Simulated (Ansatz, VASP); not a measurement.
## As in VASP and in Ansatz

```
As
1.0
     2.69356    0.00000    0.00000
     0.00000    2.69356    0.00000
     0.00000    0.00000    2.69356
As
1
Direct
  0.00000 0.00000 0.00000
```

Alike in both runs: functional PBEsol; k mesh 14 × 14 × 14; collinear spin.

Ansatz relaxed the structure, and its values are those at the end. VASP's run is a single point on that final structure, the one shown.

|  | VASP | Ansatz |
| --- | --- | --- |
| version | VASP 6.6.1 | Ansatz 0.2.0 |
| potentials or method | VASP PAW PBE potentials, release 64 (As) | PAW with Ansatz's default frozen-core files, scalar-relativistic |
| plane-wave cutoff (eV) | 520 | 420 |
| occupations | tetrahedron | tetrahedron-uncorrected |
| valence electrons in the cell | 5 | 15 |

VASP gave:

```
gap on the k mesh at the Fermi level (eV) : none
pressure (GPa)                            : 0.3
net moment per atom (μB)                  : 0.00
```

Task: Estimate Ansatz's values.

Result: gap on the k mesh at the Fermi level (eV): none; pressure (GPa): 0.0; net moment per atom (μB): 0.00.

A gap of «none» marks a metal or a gap that the smearing closes. The two sets of potentials don't hold the same shells in valence. Ansatz warned: «band_table_not_solved_further».

Caveats: the PAW data sets were made with another functional, which shifts forces and pressure a little (VASP).
